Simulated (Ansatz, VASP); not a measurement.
AlN: VASP beside Ansatz

The input INCAR:

```
PREC = Accurate ; ENCUT = 520
EDIFF = 1E-7 ; ISMEAR = -1
SIGMA = 0.01 ; LREAL = Auto
LASPH = T ; NELM = 100
ALGO = Normal ; ISIF = 2
LWAVE = F ; LCHARG = F
GGA = PE ; NBANDS = 46
```

File KPOINTS:

```
Automatic mesh
0
Gamma
  2 2 3
```

POSCAR

```
AlN
1.0
    6.2595139158      0.0000000595      0.0000000000
   -3.1297570058      5.4208980345      0.0000000000
    0.0000000000      0.0000000000      5.0174032967
Al N
8 8
Direct
    0.3333333333      0.1666666667      0.4992353700
    0.1666666667      0.3333333333      0.9992353700
    0.3333333333      0.6666666667      0.4992353700
    0.1666666667      0.8333333333      0.9992353700
    0.8333333333      0.1666666667      0.4992353700
    0.6666666667      0.3333333333      0.9992353700
    0.8333333333      0.6666666667      0.4992353700
    0.6666666667      0.8333333333      0.9992353700
    0.3333333333      0.1666666667      0.8807646300
    0.1666666667      0.3333333333      0.3807646300
    0.3333333333      0.6666666667      0.8807646300
    0.1666666667      0.8333333333      0.3807646300
    0.8333333333      0.1666666667      0.8807646300
    0.6666666667      0.3333333333      0.3807646300
    0.8333333333      0.6666666667      0.8807646300
    0.6666666667      0.8333333333      0.3807646300
```

Input for Ansatz:

```yaml
crystal:
  lattice:
    - [6.259513915798, 5.953908129901e-08, 0.0]
    - [-3.129757005798, 5.420898034539, 0.0]
    - [0.0, 0.0, 5.017403296667]
  atoms:
    - { symbol: Al, position: [0.3333333333333, 0.1666666666667, 0.49923537] }
    - { symbol: Al, position: [0.1666666666667, 0.3333333333333, 0.99923537] }
    - { symbol: "N", position: [0.3333333333333, 0.1666666666667, 0.88076463] }
    - { symbol: "N", position: [0.1666666666667, 0.3333333333333, 0.38076463] }
    - { symbol: Al, position: [0.3333333333333, 0.6666666666667, 0.49923537] }
    - { symbol: Al, position: [0.1666666666667, 0.8333333333333, 0.99923537] }
    - { symbol: "N", position: [0.3333333333333, 0.6666666666667, 0.88076463] }
    - { symbol: "N", position: [0.1666666666667, 0.8333333333333, 0.38076463] }
    - { symbol: Al, position: [0.8333333333333, 0.1666666666667, 0.49923537] }
    - { symbol: Al, position: [0.6666666666667, 0.3333333333333, 0.99923537] }
    - { symbol: "N", position: [0.8333333333333, 0.1666666666667, 0.88076463] }
    - { symbol: "N", position: [0.6666666666667, 0.3333333333333, 0.38076463] }
    - { symbol: Al, position: [0.8333333333333, 0.6666666666667, 0.49923537] }
    - { symbol: Al, position: [0.6666666666667, 0.8333333333333, 0.99923537] }
    - { symbol: "N", position: [0.8333333333333, 0.6666666666667, 0.88076463] }
    - { symbol: "N", position: [0.6666666666667, 0.8333333333333, 0.38076463] }
basis:
  ecutwfc: 420.0
  ecutrho_ratio: 4
  xc_grid: 2
  fft_grid_basis: typed
  precision: f64
kpoints:
  mp_grid: { grid: [2, 2, 3] }
hamiltonian:
  pseudopotentials: { kind: paw, azcp: { folder: soft_1 } }
scf:
  max_iter: 80
  self_checks: high
  occupations: { method: fermi_dirac, width: 0.01 }
output:
  forces: true
checkpoint:
  write: "../host.point.run"
  compress: false
  write_wavefunctions: true
  write_every: 100000
```

The cell is a database's computed one.

Alike in both runs: task single point; functional PBE; k mesh 2 × 2 × 3; occupations fermi-dirac, width 0.01 eV; no spin polarisation.

|  | VASP | Ansatz |
| --- | --- | --- |
| version | VASP 6.6.1 | Ansatz 0.2.0 |
| potentials or method | VASP PAW PBE potentials, release 64 (Al, N) | plane-wave PAW DFT |
| plane-wave cutoff (eV) | 520 | 420 |
| valence electrons in the cell | 64 | 64 |

|  | VASP | Ansatz | Ansatz less VASP |
| --- | --- | --- | --- |
| gap on the k mesh at the Fermi level (eV) | 4.04 | 4.03 | -0.009 |
| rms of the force components (eV/Å) | 0.007 | 0.009 | +0.0021 |

The functional is the same, so the differences come from potentials, cutoffs and numerics.

Caveats: the k mesh is coarse (spacing up to 0.58 Å⁻¹), so the values aren't converged.
